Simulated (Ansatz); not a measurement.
How far is this AlN from the hull?

All numbers below come from DFT PBE, scalar-relativistic, plane waves, PAW in Ansatz. All cells share a 420 eV cutoff and Γ-centred k meshes spaced at most about 0.3 Å⁻¹ (2π included). No spin polarisation.

The zero of energy is the elements' standard structures at the same level (N₂ as a molecule); no fitted shifts are applied.

These are static total energies at zero pressure.

The competitors are the elements and 1 reference phase of this chemical system (from databases or known types: AlN), relaxed at the same level; other known phases may be missing.

The candidate was reached from: 5-connected net, two elements alternating.

```cif
data_structure
_symmetry_space_group_name_H-M 'P 1'
_symmetry_Int_Tables_number 1
_cell_length_a 5.0862
_cell_length_b 5.0862
_cell_length_c 5.0862
_cell_angle_alpha 99.404
_cell_angle_beta 99.404
_cell_angle_gamma 132.316
_cell_volume 88.99
loop_
_atom_site_label
_atom_site_type_symbol
_atom_site_fract_x
_atom_site_fract_y
_atom_site_fract_z
_atom_site_occupancy
Al1 Al 0.85286 0.35286 0.20572 1
Al2 Al 0.14714 0.64714 0.79428 1
Al3 Al 0.35286 0.14714 0.50000 1
Al4 Al 0.64714 0.85286 0.50000 1
N1 N 0.84956 0.65044 0.50000 1
N2 N 0.15044 0.34956 0.50000 1
N3 N 0.34956 0.84956 0.19913 1
N4 N 0.65044 0.15044 0.80087 1
```

Problem. Where does it stand against these competitors?

Solution. Not the lowest form: another structure of the same formula lies lower. Its formation energy is -1.136 eV/atom. The lowest competing phase at this composition is this:

```json
{"phase": "AlN", "space group": "P6_3mc (No. 186)", "source": "Materials Project", "share of atoms": "1.0000", "ΔE_f (eV/atom)": "-1.368"}
```

The candidate lies 0.23 eV/atom above this phase. The candidate matches no cell in the subsets of the Crystallography Open Database and the Materials Project at hand. A phase this far over the hull is unlikely to be made.
